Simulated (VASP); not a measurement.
Input of a VASP 6.6.1 run:

File INCAR:

```
SYSTEM = Cs
ALGO = Normal
DIPOL = 0.5 0.5 0.500
EDIFF = 1E-7
ENCUT = 520
GGA = PE
IDIPOL = 3
ISIF = 2
ISMEAR = -1
LASPH = .True.
LCHARG = .True.
LDIPOL = .True.
LELF = .True.
LREAL = .False.
LVACPOTAV = .True.
LVHAR = .True.
LWAVE = .False.
NBANDS = 20
NELM = 80
PREC = Accurate
SIGMA = 0.05
```

File KPOINTS:

```
k-points
0
Gamma
  5 5 1
  0 0 0
```

Contents of POSCAR:

```
Cs
1.0
    5.5001509200      0.0000000000      0.0000000000
    0.0000000000      5.5001509200      0.0000000000
    0.0000000000      0.0000000000     23.1944779600
Cs
3
Direct
    0.5000000000      0.5000000000      0.3233528262
    0.0000000000      0.0000000000      0.5000000000
    0.5000000000      0.5000000000      0.6766471738
```

Potentials or basis: VASP PAW PBE potentials, release 64 (Cs_sv).

The run is started by

```sh
$ cat potpaw_PBE.64/Cs_sv/POTCAR > POTCAR
$ mpirun -np 1 vasp_std > vasp.out
```

Q: Predict the largest force.

A: 0.031 eV/Å.

Q: Predict the band gap on the k mesh.

A: None (metal or under the smearing width).

Q: What does it give for the work function of the upper face?

A: 1.98 eV.

Q: What does it give for the work function of the lower face?

A: 1.98 eV.

Forces in eV/Å, atoms in the order of the input:
```
Cs   0.000  0.000  0.031
Cs   0.000  0.000  0.000
Cs   0.000  0.000 -0.031
```

Spin-orbit coupling is left out, which matters for the levels of Cs.
